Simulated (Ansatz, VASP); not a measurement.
ZnS: VASP beside Ansatz

```xyz
2
Lattice="0.0000 2.6945 2.4924 2.6945 0.0000 2.4924 2.6945 2.6945 0.0000" Properties=species:S:1:pos:R:3 pbc="T T T"
Zn    0.0000    0.0000    0.0000
S     4.0418    4.0418    3.7386
```

Change from the starting cell: strain -0.0750 x Voigt [0, 0, 1, 0, 0, 0], atoms carried along.

Alike in both runs: task single point; functional r2SCAN; k mesh 8 × 8 × 8; occupations gaussian, width 0.05 eV; no spin polarisation.

```csv
,VASP,Ansatz
version,VASP 6.6.1,Ansatz 0.2.0
potentials or method,"VASP PAW PBE potentials, release 64 (Zn, S)","scalar-relativistic, plane waves, PAW"
plane-wave cutoff (eV),520,500
valence electrons in the cell,18,18
```

Ansatz gave:

- gap on the k mesh at the Fermi level (eV): 2.89
- least direct gap on the mesh (eV): 2.89
- pressure (GPa): 7.1
- largest component of the traceless stress (GPa): 1.69

Problem. Estimate VASP's values.

Solution. gap on the k mesh at the Fermi level (eV): 2.91; least direct gap on the mesh (eV): 2.91; pressure (GPa): 7.0; largest component of the traceless stress (GPa): 1.69.

Caveats: the PAW data sets were made with another functional, which shifts forces and pressure a little (VASP). A k mesh can miss the band edges.
